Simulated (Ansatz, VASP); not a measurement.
**Two plane-wave programs on TiNi**

INCAR

```
SYSTEM = TiNi
ALGO = Fast
EDIFF = 1E-6
EDIFFG = -0.002
ENCUT = 600
GGA = CA
IBRION = 2
ISIF = 3
ISMEAR = -1
LASPH = .True.
LCHARG = .False.
LREAL = .False.
LWAVE = .False.
NELM = 100
NSW = 100
PREC = Accurate
SIGMA = 0.05
```

File KPOINTS:

```
k-points
0
Gamma
  14 14 10
  0 0 0
```

The input POSCAR:

```
TiNi
1.0
    2.7358030000      0.0000000000      0.0000000000
    0.0000000000      2.7358030000      0.0000000000
    0.0000000000      0.0000000000      3.5814100000
Ti Ni
1 1
Direct
    0.5000000000      0.5000000000      0.5000000000
    0.0000000000      0.0000000000      0.0000000000
```

Input for Ansatz:

```yaml
crystal:
  lattice:
    - [2.735803, 0.0, 0.0]
    - [0.0, 2.735803, 0.0]
    - [0.0, 0.0, 3.58141]
  atoms:
    - { symbol: Ti, position: [0.5, 0.5, 0.5] }
    - { symbol: Ni, position: [0.0, 0.0, 0.0] }
kpoints:
  mp_grid: { grid: [14, 14, 10] }
scf:
  occupations: { method: fermi_dirac, width: 0.05 }
hamiltonian:
  xc: lda
  pseudopotentials: { kind: paw }
relax:
  f_tol: 0.002
  max_steps: 80
  cell: {}
output:
  forces: true
  stress: true
```

Alike in both runs: task relaxation of cell and atoms; functional LDA; k mesh 14 × 14 × 10; occupations fermi-dirac, width 0.05 eV; no spin polarisation.

```csv
,VASP,Ansatz
version,VASP 6.6.1,Ansatz 0.2.0
potentials or method,"VASP PAW LDA potentials, release 64 (Ti_sv, Ni)","PAW with Ansatz's default frozen-core files, scalar-relativistic"
plane-wave cutoff (eV),600,420
valence electrons in the cell,22,30
```

```tsv
	VASP	Ansatz	Ansatz less VASP
relaxed volume (Å³/atom)	12.49	12.49	-0.007
relaxed cell length with the largest relative difference (Å)	3.411	3.420	+0.0090
energy change over the relaxation (meV/atom)	-39	-39	0.0
```

The two sets of potentials don't hold the same shells in valence.

Spin polarisation is off, so any magnetic state and its effect on volume and gap are missing.
